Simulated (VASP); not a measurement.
# C (Diamond): the relaxed cell at several levels of theory, part 3 of 3

Which functional gives which lattice for C (Diamond)? The starting structure is a measured crystal structure from the Crystallography Open Database. The first relaxation on each setting starts from this cell expanded by 3 % in volume.

VASP 6.6.1.

Results so far: PBEsol 5.62 Å³ an atom; LDA 5.53 Å³ an atom; PBE 5.70 Å³ an atom; PBEsol + D3(BJ) 5.58 Å³ an atom; r2SCAN 5.65 Å³ an atom; r2SCAN + rVV10 5.64 Å³ an atom; rev-vdW-DF2 5.68 Å³ an atom.

## 9. Relaxation with RPBE

Level of this step: RPBE; plane waves and PAW (C) (VASP).

RPBE by itself binds more weakly than PBE and expands cells.

Input file INCAR:

```
SYSTEM = C
PREC = Accurate
ENCUT = 520
EDIFF = 1E-06
NELM = 100
ISMEAR = 0
SIGMA = 0.03
LREAL = .FALSE.
ALGO = Normal
GGA = RP
NBANDS = 10
LORBIT = 11
LWAVE = .FALSE.
LCHARG = .FALSE.
KPAR = 4
IBRION = 2
NSW = 50
ISIF = 3
EDIFFG = -0.006
```

Input file POSCAR:

```
C
1.0
    0.0000000000      1.8010282771      1.8010282771
    1.8010282771      0.0000000000      1.8010282771
    1.8010282771      1.8010282771      0.0000000000
C
2
Direct
    0.7500000000      0.7500000000      0.7500000000
    0.5000000000      0.5000000000      0.5000000000
```

Input file KPOINTS:

```
Automatic mesh
0
Gamma
10 10 10
0 0 0
```

Potentials, in the order of the species: C (PBE family, release 64).

Command:

```
mpirun -np 4 vasp_std
```

The program printed:

```text
[... set-up lines as in an earlier step ...]
 entering main loop
       N       E                     dE             d eps       ncg     rms          rms(c)
DAV:   1     0.157268657888E+01    0.15727E+01   -0.50285E+03   964   0.778E+02
DAV:   2    -0.173439749652E+02   -0.18917E+02   -0.18374E+02  1344   0.126E+02
DAV:   3    -0.177437394799E+02   -0.39976E+00   -0.39879E+00  1084   0.144E+01
DAV:   4    -0.177445845698E+02   -0.84509E-03   -0.84506E-03  1044   0.804E-01
[...]
DAV:   9    -0.172333305969E+02   -0.77327E-04   -0.17363E-04  1148   0.112E-01    0.263E-02
DAV:  10    -0.172333624397E+02   -0.31843E-04   -0.36170E-05   980   0.577E-02    0.500E-03
DAV:  11    -0.172333630415E+02   -0.60186E-06   -0.84512E-07  1180   0.890E-03
   1 F= -.17233363E+02 E0= -.17233363E+02  d E =-.172334E+02
[...]
N       E                     dE             d eps       ncg     rms          rms(c)
DAV:   1    -0.172348351312E+02   -0.14727E-02   -0.13450E-01  1014   0.322E+00    0.335E-01
DAV:   2    -0.172334023381E+02    0.14328E-02   -0.15376E-03  1014   0.338E-01    0.187E-01
DAV:   3    -0.172327885131E+02    0.61383E-03   -0.99679E-04   974   0.233E-01    0.316E-02
DAV:   4    -0.172327892801E+02   -0.76702E-06   -0.12614E-05  1016   0.335E-02    0.270E-02
DAV:   5    -0.172327892843E+02   -0.42071E-08   -0.79797E-07   940   0.981E-03
   2 F= -.17232789E+02 E0= -.17232789E+02  d E =0.573757E-03
 trial-energy change:    0.000574  1 .order    0.000625   -0.006630    0.007880
 step:   0.4622(harm=  0.4569)  dis= 0.00000  next Energy=   -17.234900 (dE=-0.154E-02)
[...]
N       E                     dE             d eps       ncg     rms          rms(c)
DAV:   1    -0.172355081526E+02   -0.27189E-02   -0.38600E-02   998   0.171E+00    0.178E-01
DAV:   2    -0.172350920653E+02    0.41609E-03   -0.43687E-04  1010   0.180E-01    0.996E-02
DAV:   3    -0.172349092282E+02    0.18284E-03   -0.28556E-04   974   0.125E-01    0.167E-02
DAV:   4    -0.172349090569E+02    0.17124E-06   -0.36938E-06  1000   0.181E-02
   3 F= -.17234909E+02 E0= -.17234909E+02  d E =-.154602E-02
[...]
reached required accuracy - stopping structural energy minimisation
```

Run time: 3.4 s. Hardware: 4 MPI ranks of Intel Xeon Platinum 8259CL at 2.50GHz (Skylake/Cascade Lake), shared host; peak memory 0.48 GiB; 11 s of CPU time.

Parts of OUTCAR (step 9):

```text
  Total       -0.0013088     -0.0013088     -0.0013088     -0.0000000      0.0000000     -0.0000000
  in kB       -0.1813026     -0.1813026     -0.1813026     -0.0000000      0.0000000     -0.0000000
  external PRESSURE =      -0.1813026 kB  Pullay stress =       0.0000000 kB

 POSITION                                       TOTAL-FORCE (eV/Angst)
 -----------------------------------------------------------------------------------
      2.69243      2.69243      2.69243        -0.000000     -0.000000     -0.000000
      1.79495      1.79495      1.79495         0.000000      0.000000      0.000000
 -----------------------------------------------------------------------------------
    total drift:                                0.000000     -0.000000      0.000000

  FREE ENERGIE OF THE ION-ELECTRON SYSTEM (eV)
  ---------------------------------------------------
  free  energy   TOTEN  =       -17.2349090569 eV

  energy  without entropy=      -17.2349090569  energy(sigma->0) =      -17.23490906

[... 2 parts as in an earlier step ...]

[... 2 further parts left out ...]
[key lines of the parts left out:]
E-fermi :   9.7761
```

With RPBE the relaxed cell holds 5.783 Å³ an atom, +1.96 % against the measured cell, with a = 3.590 Å. That is +2.83 % from PBEsol. Pressures at 0.985 and 1.015 times this volume, from two more relaxations that aren't shown, give a bulk modulus of 420.6 GPa.

## 10. Comparison

```
          level  volume (Å³/atom)  against the measured cell (%)   a (Å)  bulk modulus (GPa)  pressure left (GPa)  core minutes
         PBEsol             5.624                          -0.84  3.5567               451.2                  0.0         0.627
            LDA             5.526                          -2.58  3.5358               467.2                  0.0         0.533
            PBE             5.704                           0.56  3.5734               434.8                 0.01         0.413
PBEsol + D3(BJ)             5.577                          -1.67  3.5467               457.4                  0.0         0.547
         r2SCAN             5.655                           -0.3  3.5632               451.2                 0.06          1.73
 r2SCAN + rVV10             5.644                          -0.49  3.5609               454.3                 0.04          4.61
    rev-vdW-DF2              5.68                           0.15  3.5685               438.1                -0.01           3.4
           RPBE             5.783                           1.96  3.5899               420.6                -0.02         0.227
```

Core minutes are wall time times ranks, summed over the relaxations behind a row (those for a bulk modulus apart), on shared hosts.

## 11. What came out

| Item | Value |
| --- | --- |
| volume, PBEsol | 5.624 Å³/atom |
| volume, LDA | 5.526 Å³/atom |
| volume, PBE | 5.704 Å³/atom |
| volume, PBEsol + D3(BJ) | 5.577 Å³/atom |
| volume, r2SCAN | 5.655 Å³/atom |
| volume, r2SCAN + rVV10 | 5.644 Å³/atom |
| volume, rev-vdW-DF2 | 5.680 Å³/atom |
| volume, RPBE | 5.783 Å³/atom |

**Reading.** Across 8 levels the volume of C (Diamond) spans 4.7 %, from 5.53 Å³ an atom (LDA) to 5.78 Å³ (RPBE). Against the measured volume of the starting structure, rev-vdW-DF2 comes nearest (+0.1 %) and LDA lies farthest (-2.6 %). The measured cell holds zero-point expansion and, unless it was taken cold, thermal expansion, which the runs lack, so small differences decide nothing. Adding D3(BJ) to PBEsol changes the volume by -0.8 %. Adding rVV10 to r2SCAN changes the volume by -0.2 %. The bulk modulus goes from 420.6 GPa (RPBE) to 467.2 GPa (LDA). LASPH is on in some of these runs and off in others, which adds a little to the differences. All runs keep the symmetry of the start, so they can't find a distortion of lower symmetry. Further runs on this material are not shown.

[Lines on the potential files, build, host, timing and source positions are cut from VASP's logs without a mark.]

[Logs are printed without paths, hosts, clocks, repeated set-up lines and the standing remarks that a program may print on its own settings, such as how far it seeks lower states.]

[Hosts, paths, dates, database ids (printed as entryN), source tags and the programs' standing remarks are cut or masked in the printed files.]
